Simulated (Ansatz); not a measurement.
# InAs: the cost of one run

Program: Ansatz 0.2.0. Level of theory: DFT PBE, scalar-relativistic, plane waves, PAW. These are calculated values, not measurements.

The COD entry's cell or inner coordinates are ideal or old and differ from later refinements, so a difference from it is no clean test against experiment.

3 further runs of the same task are left out: 1 that didn't finish, 2 set aside as unsound or not needed.

### Step 1. The system as given

It takes space group F-43m (No. 216, cubic). The conventional cell has a = 6.187 Å, b = 6.187 Å, c = 6.187 Å, α = 90.00°, β = 90.00°, γ = 90.00°. In (site symmetry -43m) is surrounded by 4 As at 2.68 Å. Around As (site symmetry -43m) lie 4 In at 2.68 Å.

Coordinates:

```
CELL_PARAMETERS angstrom
0.00000 3.09338 3.09338
3.09338 0.00000 3.09338
3.09338 3.09338 0.00000
ATOMIC_POSITIONS crystal
In 0.00000 0.00000 0.00000
As 0.75000 0.75000 0.75000
```

It is the result of an earlier relaxation at this level (volume 29.60 Å³/atom; gap on the mesh: none (metal)).

### Step 2. The reference: the undisturbed cell on the scan's mesh

The input, input.yaml:

```yaml
crystal:
  lattice:
    - [0.0, 3.0933796584, 3.0933796584]
    - [3.0933796584, 0.0, 3.0933796584]
    - [3.0933796584, 3.0933796584, 0.0]
  atoms:
    - { symbol: In, position: [0.0, 0.0, 0.0] }
    - { symbol: As, position: [0.75, 0.75, 0.75] }
basis:
  ecutwfc: 420
kpoints:
  mp_grid: { grid: [10, 10, 10] }
hamiltonian:
  xc: pbe
scf:
  occupations: { method: gaussian, width: 0.15 }
output:
  forces: true
  stress: true
  eigenvalues: true
  write_density: true
  write_potential: true
  elf: true
  volumetric_format: npy
```

Run with:

```
$ ansatz run input.yaml --threads 1 --pin off --max-ram 2560MiB --backend cpu --events-out ev --progress --plain --runs-dir out
```

What time and memory should one allow on 1 thread of Arm Neoverse V2, shared host?

About 6.3 s, with a peak of 0.36 GiB.
